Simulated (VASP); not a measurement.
# MgS (P6_3mc) in VASP: a series of runs, part 2 of 2

VASP 6.6.1. The steps go on from the part before.

## (5) Relaxation of cell and atoms, BLYP

File INCAR:

```
PREC     = Accurate       # precision mode
ENCUT    = 600            # plane-wave cutoff, eV
EDIFF    = 1E-6           # SCF threshold, eV
ISMEAR   = -1             # smearing method
SIGMA    = 0.05           # smearing width, eV
LREAL    = F              # projectors in reciprocal space
LASPH    = T              # aspherical terms in the spheres
NELM     = 80             # most SCF steps
ALGO     = Normal         # electronic algorithm
ISIF     = 3              # what is computed and relaxed
LWAVE    = F              # write WAVECAR
LCHARG   = F              # write CHGCAR
GGA      = B5             # functional
ALDAX    = 1.0          
AGGAX    = 1.0          
AGGAC    = 1.0          
ALDAC    = 0.0          
IBRION   = 2              # ionic algorithm
NSW      = 60             # ionic steps
EDIFFG   = -0.02          # ionic threshold
```

File KPOINTS:

```
Automatic mesh
0
Gamma
  6 6 3
```

File POSCAR:

```
MgS
1.0
    4.0346224068      0.0000000000      0.0000000000
   -2.0173112034      3.4940854990      0.0000000000
    0.0000000000      0.0000000000      6.4322941800
S Mg
2 2
Direct
    0.6666666667      0.3333333333      0.8792441500
    0.3333333333      0.6666666667      0.3792441500
    0.3333333333      0.6666666667      0.9957548500
    0.6666666667      0.3333333333      0.4957548500
```

Potentials or basis: VASP PAW PBE potentials, release 64 (S, Mg).

Run with:

```bash
$ cat potpaw_PBE.64/S/POTCAR potpaw_PBE.64/Mg/POTCAR > POTCAR
$ mpirun -np 1 vasp_std > vasp.out
```

OUTCAR:

```text
PREC = Accurate
   ENCUT = 600
   EDIFF = 1E-6
   ISMEAR = -1
   LREAL = F
   LASPH = T
   NELM = 80
   ISIF = 3
   GGA = B5
   IBRION = 2
   NSW = 60
   EDIFFG = -0.02

 ion  position               nearest neighbor table
   1  0.667  0.333  0.879-   3 2.45   3 2.45   3 2.45   4 2.47
   2  0.333  0.667  0.379-   4 2.45   4 2.45   4 2.45   3 2.47
   3  0.333  0.667  0.996-   1 2.45   1 2.45   1 2.45   2 2.47
   4  0.667  0.333  0.496-   2 2.45   2 2.45   2 2.45   1 2.47

  LATTYP: Found a hexagonal cell.
 ALAT       =     4.0346224068
 C/A-ratio  =     1.5942741430

  Lattice vectors:

 A1 = (   4.0346224068,   0.0000000000,   0.0000000000)
 A2 = (  -2.0173112034,   3.4940854990,   0.0000000000)
 A3 = (   0.0000000000,   0.0000000000,   6.4322941800)

Analysis of symmetry for initial positions (statically):
=====================================================================
 Subroutine PRICEL returns:
 Original cell was already a primitive cell.

 Routine SETGRP: Setting up the symmetry group for a
 hexagonal supercell.

 Subroutine GETGRP returns: Found 12 space group operations
 (whereof  6 operations were pure point group operations)
[... 150 lines left out ...]

 number of electron      15.9999998 magnetization

 Free energy of the ion-electron system (eV)
  ---------------------------------------------------
  ext. energy  EPLUGINS =         0.00000000
  ---------------------------------------------------
  free energy    TOTEN  =       -15.39870370 eV

  energy without entropy =      -15.39870370  energy(sigma->0) =      -15.39870370

------------------------ aborting loop because EDIFF is reached ----------------------------------------

  FORCE on cell =-STRESS in cart. coord.  units (eV):
  Direction    XX          YY          ZZ          XY          YZ          ZX
  --------------------------------------------------------------------------------------
  -------------------------------------------------------------------------------------
  Total        1.3857588      1.3857588      1.3811318      0.0000000      0.0000000      0.0000000
  in kB       24.4847623     24.4847623     24.4030100      0.0000000      0.0000000      0.0000000
  external PRESSURE =      24.4575116 kB  Pullay stress =       0.0000000 kB
[... 177 lines left out ...]
--------------------------------------- Ionic step        6  -------------------------------------------

 number of electron      15.9999999 magnetization

 Free energy of the ion-electron system (eV)
  ---------------------------------------------------
  ext. energy  EPLUGINS =         0.00000000
  ---------------------------------------------------
  free energy    TOTEN  =       -15.42958478 eV

  energy without entropy =      -15.42958478  energy(sigma->0) =      -15.42958478

 E-fermi :   2.2656     XC(G=0):  -7.7253

 val. band max:        1.2406621072   @ k =   0.0000   0.0000   0.0000
 cond. band min:       4.6212347476   @ k =   0.0000   0.0000   0.0000
 fundamental gap:      3.3805726404
 Fermi energy:         2.2655813091

 k-point     1 :       0.0000    0.0000    0.0000
  band No.  band energies     occupation
      1      -9.9553      2.00000
      2      -9.3171      2.00000
      3      -1.7477      2.00000
      4       0.7696      2.00000
      5       0.7696      2.00000
      6       1.1510      2.00000
      7       1.1510      2.00000
      8       1.2407      2.00000
      9       4.6212      0.00000
     10       5.9230      0.00000
     11       8.7644      0.00000
     12       8.7644      0.00000
[... 224 lines left out ...]
  FREE ENERGIE OF THE ION-ELECTRON SYSTEM (eV)
  ---------------------------------------------------
  free  energy   TOTEN  =       -15.4295847805 eV

  energy  without entropy=      -15.4295847804  energy(sigma->0) =      -15.42958478

 reached required accuracy - stopping structural energy minimisation
```

OSZICAR:

```text
N       E                     dE             d eps       ncg     rms          rms(c)
DAV:   1     0.803339694535E+02    0.80334E+02   -0.66405E+03   336   0.121E+03
DAV:   2    -0.100391539572E+02   -0.90373E+02   -0.84654E+02   528   0.172E+02
DAV:   3    -0.165952233813E+02   -0.65561E+01   -0.65364E+01   424   0.547E+01
[... 44 lines left out ...]
DAV:   2    -0.154300597247E+02    0.45782E-03   -0.62416E-03   396   0.627E-01    0.996E-02
DAV:   3    -0.154296783760E+02    0.38135E-03   -0.31154E-04   420   0.136E-01    0.552E-02
DAV:   4    -0.154295813498E+02    0.97026E-04   -0.22205E-04   432   0.104E-01    0.122E-02
DAV:   5    -0.154295842895E+02   -0.29397E-05   -0.20481E-05   376   0.326E-02    0.883E-03
DAV:   6    -0.154295847805E+02   -0.49098E-06   -0.66654E-07   224   0.771E-03
   6 F= -.15429585E+02 E0= -.15429585E+02  d E =-.150520E-02
```

Wall time 2 min (1 thread of Intel Xeon Platinum 8488C (Sapphire Rapids), shared host); peak memory 0.23 GiB.

Results:

```
Free energy                            : -15.4296 eV
Relaxed volume                         : 23.69 Å³/atom
Relaxed cell                           : a = 4.083 Å, b = 4.083 Å, c = 6.564 Å, α = 90.00°, β = 90.00°, γ = 120.00°
Space group after relaxing (to 0.05 Å) : P6_3mc (No. 186)
Energy gained by relaxing              : 7.7 meV/atom
Ionic steps                            : 6
Pressure after relaxing                : -0.1 GPa
Largest force after relaxing           : 0.017 eV/Å
Band gap on the k mesh                 : 3.38 eV, direct
```

Forces in eV/Å, atoms in the order of the input:
```
S    0.000  0.000 -0.017
S    0.000  0.000 -0.017
Mg   0.000  0.000  0.017
Mg   0.000  0.000  0.017
```

Step by step:
```csv
step,energy change (eV),largest force (eV/Å),pressure (GPa),volume (Å³)
1,0.0000,0.0605,2.45,90.68
2,-0.0286,0.0392,-0.38,95.30
3,-0.0294,0.0419,-0.01,94.63
4,-0.0294,0.0415,-0.06,94.71
5,-0.0299,0.0357,-0.06,94.72
6,-0.0309,0.0173,-0.06,94.75
```

Final structure:
```yaml
crystal:
  lattice:
    - [4.08256, 0.00000, 0.00000]
    - [-2.04128, 3.53560, 0.00000]
    - [0.00000, 0.00000, 6.56389]
  atoms:
    - { symbol: S, position: [0.66667, 0.33333, 0.87760] }
    - { symbol: S, position: [0.33333, 0.66667, 0.37760] }
    - { symbol: Mg, position: [0.33333, 0.66667, 0.99740] }
    - { symbol: Mg, position: [0.66667, 0.33333, 0.49740] }
```

Caveat: the PAW data sets were made with another functional, which shifts forces and pressure a little. BLYP gaps usually lie below the measured ones, often by a third to a half.

## (6) Relaxation of cell and atoms, AM05

INCAR: that of step 5 with these lines changed.

```diff
@@ -12,7 +12,3 @@
 LCHARG   = F              # write CHGCAR
-GGA      = B5             # functional
-ALDAX    = 1.0          
-AGGAX    = 1.0          
-AGGAC    = 1.0          
-ALDAC    = 0.0          
+GGA      = AM             # functional
 IBRION   = 2              # ionic algorithm
```

KPOINTS is that of step 5.

POSCAR is that of step 5.

Potentials or basis: VASP PAW PBE potentials, release 64 (S, Mg).

Run with:

```bash
$ cat potpaw_PBE.64/S/POTCAR potpaw_PBE.64/Mg/POTCAR > POTCAR
$ mpirun -np 1 vasp_std > vasp.out
```

OUTCAR:

```text
PREC = Accurate
   ENCUT = 600
   EDIFF = 1E-6
   ISMEAR = -1
   LREAL = F
   LASPH = T
   NELM = 80
   ISIF = 3
   GGA = AM
   IBRION = 2
   NSW = 60
   EDIFFG = -0.02

 ion  position               nearest neighbor table
   1  0.667  0.333  0.879-   3 2.45   3 2.45   3 2.45   4 2.47
   2  0.333  0.667  0.379-   4 2.45   4 2.45   4 2.45   3 2.47
   3  0.333  0.667  0.996-   1 2.45   1 2.45   1 2.45   2 2.47
   4  0.667  0.333  0.496-   2 2.45   2 2.45   2 2.45   1 2.47

  LATTYP: Found a hexagonal cell.
 ALAT       =     4.0346224068
 C/A-ratio  =     1.5942741430

  Lattice vectors:

 A1 = (   4.0346224068,   0.0000000000,   0.0000000000)
 A2 = (  -2.0173112034,   3.4940854990,   0.0000000000)
 A3 = (   0.0000000000,   0.0000000000,   6.4322941800)

Analysis of symmetry for initial positions (statically):
=====================================================================
 Subroutine PRICEL returns:
 Original cell was already a primitive cell.

 Routine SETGRP: Setting up the symmetry group for a
 hexagonal supercell.

 Subroutine GETGRP returns: Found 12 space group operations
 (whereof  6 operations were pure point group operations)
 out of a pool of 24 trial point group operations.

The static configuration has the point symmetry C_3v.
 The point group associated with its full space group is C_6v.

Analysis of symmetry for dynamics (positions and initial velocities):
=====================================================================
 Subroutine PRICEL returns:
 Original cell was already a primitive cell.

 Routine SETGRP: Setting up the symmetry group for a
 hexagonal supercell.

 Subroutine GETGRP returns: Found 12 space group operations
 (whereof  6 operations were pure point group operations)
 out of a pool of 24 trial point group operations.

The dynamic configuration has the point symmetry C_3v.
 The point group associated with its full space group is C_6v.

[... 174 lines left out ...]
  energy  without entropy=      -17.1143597287  energy(sigma->0) =      -17.11435973

--------------------------------------- Ionic step        2  -------------------------------------------

 number of electron      15.9999998 magnetization

 Free energy of the ion-electron system (eV)
  ---------------------------------------------------
  ext. energy  EPLUGINS =         0.00000000
  ---------------------------------------------------
  free energy    TOTEN  =       -17.11481709 eV

  energy without entropy =      -17.11481709  energy(sigma->0) =      -17.11481709

 E-fermi :   2.1738     XC(G=0):  -8.3857

 val. band max:        1.1912113401   @ k =   0.0000   0.0000   0.0000
 cond. band min:       4.6057605886   @ k =   0.0000   0.0000   0.0000
 fundamental gap:      3.4145492484
 Fermi energy:         2.1737915554

 k-point     1 :       0.0000    0.0000    0.0000
  band No.  band energies     occupation
      1     -10.1709      2.00000
      2      -9.4325      2.00000
      3      -2.0352      2.00000
      4       0.6069      2.00000
      5       0.6069      2.00000
      6       1.0317      2.00000
      7       1.0317      2.00000
      8       1.1912      2.00000
      9       4.6058      0.00000
     10       5.8290      0.00000
     11       8.6268      0.00000
     12       8.6268      0.00000
[... 181 lines left out ...]
 k-point    14 :       0.3333    0.3333    0.3333
  band No.  band energies     occupation
      1      -9.3192      2.00000
      2      -9.3192      2.00000
      3      -1.5225      2.00000
      4      -1.5225      2.00000
      5      -1.0605      2.00000
      6      -0.5118      2.00000
      7       0.4885      2.00000
      8       0.4885      2.00000
      9       6.8533      0.00000
     10       7.2317      0.00000
     11       7.2317      0.00000
     12       8.0362      0.00000

------------------------ aborting loop because EDIFF is reached ----------------------------------------

  FORCE on cell =-STRESS in cart. coord.  units (eV):
  Direction    XX          YY          ZZ          XY          YZ          ZX
  --------------------------------------------------------------------------------------
  -------------------------------------------------------------------------------------
  Total       -0.0274755     -0.0274755      0.0035882      0.0000000      0.0000000      0.0000000
  in kB       -0.4839013     -0.4839013      0.0631966      0.0000000      0.0000000      0.0000000
  external PRESSURE =      -0.3015353 kB  Pullay stress =       0.0000000 kB

 VOLUME and BASIS-vectors are now :
 -----------------------------------------------------------------------------
  energy-cutoff  :      600.00
  volume of cell :       90.97
      direct lattice vectors                 reciprocal lattice vectors
     4.042129273  0.000000000  0.000000000     0.247394364  0.142833203 -0.000000000
    -2.021064636  3.500586635  0.000000000     0.000000000  0.285666405 -0.000000000
     0.000000000  0.000000000  6.429070347     0.000000000 -0.000000000  0.155543484

 POSITION                                       TOTAL-FORCE (eV/Angst)
 -----------------------------------------------------------------------------------
      2.02106      1.16686      5.65060        -0.000000     -0.000000     -0.007173
     -0.00000      2.33372      2.43606         0.000000     -0.000000     -0.007173
     -0.00000      2.33372      6.40391         0.000000      0.000000      0.007173
      2.02106      1.16686      3.18937         0.000000      0.000000      0.007173
 -----------------------------------------------------------------------------------
    total drift:                               -0.000000     -0.000000      0.000018

  FREE ENERGIE OF THE ION-ELECTRON SYSTEM (eV)
  ---------------------------------------------------
  free  energy   TOTEN  =       -17.1148170939 eV

  energy  without entropy=      -17.1148170938  energy(sigma->0) =      -17.11481709

 reached required accuracy - stopping structural energy minimisation
```

Run time: 31 s. Hardware: 1 thread of Intel Xeon Platinum 8488C (Sapphire Rapids), shared host; peak memory 0.23 GiB.

Results:

* Free energy: -17.1148 eV
* Relaxed volume: 22.74 Å³/atom
* Relaxed cell: a = 4.042 Å, b = 4.042 Å, c = 6.429 Å, α = 90.00°, β = 90.00°, γ = 120.00°
* Space group after relaxing (to 0.05 Å): P6_3mc (No. 186)
* Energy gained by relaxing: 0.1 meV/atom
* Ionic steps: 2
* Pressure after relaxing: 0.0 GPa
* Largest force after relaxing: 0.007 eV/Å
* Band gap on the k mesh: 3.41 eV, direct

Forces in eV/Å, atoms in the order of the input:
```
S    0.000  0.000 -0.007
S    0.000  0.000 -0.007
Mg   0.000  0.000  0.007
Mg   0.000  0.000  0.007
```

Step by step:
| step | energy change (eV) | largest force (eV/Å) | pressure (GPa) | volume (Å³) |
| --- | --- | --- | --- | --- |
| 1 | 0.0000 | 0.0441 | 0.16 | 90.68 |
| 2 | -0.0005 | 0.0072 | -0.03 | 90.97 |

Final structure:
```
CELL_PARAMETERS angstrom
4.04213 0.00000 0.00000
-2.02106 3.50059 0.00000
0.00000 0.00000 6.42907
ATOMIC_POSITIONS crystal
S 0.66667 0.33333 0.87891
S 0.33333 0.66667 0.37891
Mg 0.33333 0.66667 0.99609
Mg 0.66667 0.33333 0.49609
```

Levels at points of the mesh, in eV from the valence-band top:
```tsv
k point	band 4	band 5	band 6	band 7	band 8	band 9	band 10	band 11	band 12
(0.00, 0.00, 0.00)	-0.58	-0.58	-0.16	-0.16	0.00	3.41	4.64	7.44	7.44
(0.50, 0.00, 0.00)	-2.44	-1.89	-1.25	-0.94	-0.47	4.69	5.18	5.78	7.44
```

Caveat: the PAW data sets were made with another functional, which shifts forces and pressure a little. AM05 gaps usually lie below the measured ones, often by a third to a half.

## (7) The runs side by side

| level | gap on the mesh (eV) | pressure (GPa) | relaxed volume (Å³/atom) | largest force (eV/Å) |
| --- | --- | --- | --- | --- |
| PBEsol | 3.31 | 0.0 | 22.50 | 0.01 |
| RPBE | 3.44 | 0.0 | 23.73 | 0.02 |
| revPBE | 3.42 | 0.0 | 23.59 | 0.02 |
| BLYP | 3.38 | -0.1 | 23.69 | 0.02 |
| AM05 | 3.41 | 0.0 | 22.74 | 0.01 |

Alike in all rows: task relaxation of cell and atoms; potentials or basis VASP PAW PBE potentials, release 64 (S, Mg); no spin polarisation; cell relaxed; k mesh 6 × 6 × 3; cutoff (eV) 600; smearing fermi-dirac 0.05 eV.

Caveats: the PAW data sets were made with another functional, which shifts forces and pressure a little.

Absolute energies hang on the potentials; compare differences alone.
